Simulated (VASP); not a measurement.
Input of a VASP 6.6.1 run:

INCAR

```
  PREC = Accurate
  ENCUT = 600
  EDIFF = 1E-7
  ISMEAR = -1
  SIGMA = 0.05
  LREAL = False
  LASPH = True
  NELM = 100
  ALGO = Normal
  ISIF = 3
  LWAVE = False
  LCHARG = False
  GGA = PE
  IBRION = 2
  NSW = 40
  EDIFFG = -0.005
  PSTRESS = 200
```

File KPOINTS:

```
Automatic mesh
0
Gamma
  12 12 12
```

File POSCAR:

```
Be
1.0
    2.1739600000      0.0000000000      0.0000000000
    0.0000000000      2.1739600000      0.0000000000
    0.0000000000      0.0000000000      2.1739600000
Be
1
Direct
    0.0000000000      0.0000000000      0.0000000000
```

Potentials or basis: VASP PAW PBE potentials, release 64 (Be).

Command:

```bash
$ cat potpaw_PBE.64/Be/POTCAR > POTCAR
$ mpirun -np 1 vasp_std > vasp.out
```

Q: What does it give for the space group after relaxing (to 0.05 Å)?

A: Pm-3m (No. 221).

Q: Predict the band gap on the k mesh.

A: None (metal or under the smearing width).

Q: Predict the relaxed volume.

A: 8.48 Å³/atom.

The path:
```
step  energy change (eV)  largest force (eV/Å)  pressure (GPa)  volume (Å³)
   1              0.0000                0.0000            0.55        10.27
   2              0.0950                0.0000           19.16         8.53
   3              0.1014                0.0000           19.95         8.48
```

Caveat: the cell is relaxed towards a set pressure, so the enthalpy falls and the energy may rise; the volume moved by over 15 % at a fixed basis, so the end points are rough.
